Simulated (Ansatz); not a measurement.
## O vacancy in ZrSiO4, calculated

Computed with the plane-wave PAW code Ansatz (scalar-relativistic, PAW set soft_2): PBE, collinear spin, 420 eV cutoff, k-mesh 2×2×2.

The relaxed host crystal (Kohn–Sham gap 4.59 eV over the whole zone):

```
CELL_PARAMETERS angstrom
-3.33876 3.33876 3.01174
3.33876 -3.33876 3.01174
3.33876 3.33876 -3.01174
ATOMIC_POSITIONS crystal
Zr 0.00000 0.00000 0.00000
Zr 0.75000 0.25000 0.50000
Si 0.50000 0.50000 0.00000
Si 0.25000 0.75000 0.50000
O 0.13591 0.31967 0.81624
O 0.06967 0.75343 0.68376
O 0.06967 0.38591 0.31624
O 0.50343 0.31967 0.18376
O 0.68033 0.49657 0.81624
O 0.61409 0.93033 0.68376
O 0.24657 0.93033 0.31624
O 0.68033 0.86409 0.18376
```

Supercell of 36 atoms, rows of the matrix [[1,0,1],[0,-1,-1],[1,2,0]] times the cell vectors; O vacancy at (0.136, 0.320, 0.816) in fractions of the cell above. Atoms are relaxed at the host's cell, from a start shaken by 0.03 Å near the defect; charged cells sit in a uniform background.

Nearest atoms to the empty O site: in the perfect crystal Si 1.64 Å; charge +2: Zr 2.29 Å, O 2.36 Å, O 2.37 Å; charge +1: Si 1.65 Å, Zr 2.25 Å, O 2.31 Å; charge 0: Si 1.43 Å, Zr 2.21 Å, Zr 2.31 Å.

The largest move of an atom from its ideal place is 0.8 Å at charge +2, 0.2 Å at charge +1, 0.2 Å at charge 0, so the cell at charge +2 rearranged and didn't merely relax.

```json
{"charge": "+2", "moment of the cell (μB)": "0.00", "gap of the cell on the mesh (eV)": "3.62", "carriers": "none in the bands"}
{"charge": "+1", "moment of the cell (μB)": "0.00", "gap of the cell on the mesh (eV)": "0.00", "carriers": "level in the gap, partly filled"}
{"charge": "0", "moment of the cell (μB)": "0.00", "gap of the cell on the mesh (eV)": "2.58", "carriers": "none in the bands"}
```

On this mesh the host's own supercell has a gap of 4.62 eV.

At charge +1 a level in the gap is left partly filled; a distortion or another spin state could split it and lower the energy.

Formation energy of the neutral defect: 5.54 eV, taking atoms from and to the elements' standard states (no corrections for gases), so it belongs to those chemical potentials alone.

Relaxed cell at charge +2:

```
ZrSiO4 V_O charge 2
1.0
     0.0000    6.6775    0.0000
    -6.6775    0.0000    0.0000
     3.3388   -3.3388    9.0352
Zr Si O
6 6 23
Direct
  0.3362 0.3270 0.6546
  0.0051 0.9982 0.9971
  0.6384 0.6710 0.3426
  0.5817 0.0848 0.1703
  0.2555 0.7580 0.5166
  0.8952 0.4143 0.8292
  0.6289 0.5297 0.0601
  0.1620 0.1655 0.3316
  0.8373 0.8322 0.6651
  0.0897 0.5749 0.1506
  0.7634 0.2520 0.5047
  0.4214 0.9193 0.8393
  0.9211 0.1045 0.2096
  0.5871 0.7751 0.5510
  0.0485 0.3337 0.0303
  0.7003 0.0072 0.3867
  0.3553 0.6719 0.7184
  0.0485 0.6958 0.0303
  0.7003 0.3788 0.3867
  0.3553 0.0458 0.7184
  0.2920 0.1080 0.2166
  0.9498 0.7676 0.5359
  0.6154 0.4437 0.8882
  0.5309 0.7475 0.1238
  0.2191 0.4112 0.4547
  0.8944 0.0761 0.7822
  0.2992 0.6493 0.2994
  0.0057 0.3182 0.6371
  0.6657 0.9775 0.9556
  0.8760 0.6004 0.2015
  0.6264 0.3093 0.6193
  0.2948 0.9775 0.9556
  0.2191 0.0428 0.4547
  0.8944 0.7054 0.7822
  0.5309 0.3756 0.1239
```

Caveats: a moment set at the start was lost; at charge +1: bands were filled unevenly over the k points at some point of the run, the odd electron ends without a moment, so a state with one unpaired electron may lie lower; semilocal functionals make gaps too small, which shifts levels too; small supercell, so energies and levels can be off by tenths of an eV; one random start near the defect, so other minima are possible.
